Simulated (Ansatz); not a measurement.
# GaN: the cost of one run

Method: DFT PBE, scalar-relativistic, plane waves, PAW, in Ansatz 0.2.0.

3 further runs of the same task are left out: 3 set aside as unsound or not needed.

### Step 1. Starting point

It takes space group F-43m (No. 216, cubic). The conventional cell has a = 4.548 Å, b = 4.548 Å, c = 4.548 Å, α = 90.00°, β = 90.00°, γ = 90.00°. Ga (site symmetry -43m) has 4 N at 1.97 Å in its first shell of neighbours. N (site symmetry -43m) is surrounded by 4 Ga at 1.97 Å.

As a file:

```xyz
4
Lattice="0.0000 -2.2742 -2.2742 -2.2742 0.0000 -2.2742 2.2742 2.2742 -4.5485" Properties=species:S:1:pos:R:3 pbc="T T T"
Ga    0.0000    0.0000    0.0000
Ga    0.0000    0.0000   -4.5485
N     1.1371    1.1371   -5.6856
N    -1.1371   -1.1371   -5.6856
```

It goes back to an entry of the Materials Project.

It is built from the cell relaxed beforehand with the same method (11.76 Å³/atom).

### Step 2. The undisturbed cell

File input.yaml:

```yaml
crystal:
  lattice:
    - [0.0, -2.2742384928, -2.2742384928]
    - [-2.2742384928, 0.0, -2.2742384928]
    - [2.2742384928, 2.2742384928, -4.5484769855]
  atoms:
    - { symbol: Ga, position: [0.0, 0.0, 0.0] }
    - { symbol: Ga, position: [0.5, 0.5, 0.5] }
    - { symbol: "N", position: [0.375, 0.375, 0.875] }
    - { symbol: "N", position: [0.875, 0.875, 0.375] }
basis:
  ecutwfc: 420
kpoints:
  mp_grid: { grid: [12, 12, 10] }
hamiltonian:
  xc: pbe
scf:
  occupations: { method: gaussian, width: 0.05 }
output:
  forces: true
  stress: true
  eigenvalues: true
```

On the command line:

```console
$ ansatz run input.yaml --threads 2 --pin off --max-ram 5120MiB --backend cpu --events-out ev --progress --plain --runs-dir out
```

**Question.** How long does this run take on 2 threads of Arm Neoverse V2, shared host, and how much memory does it need?

About 14 s, with a peak of 0.64 GiB.
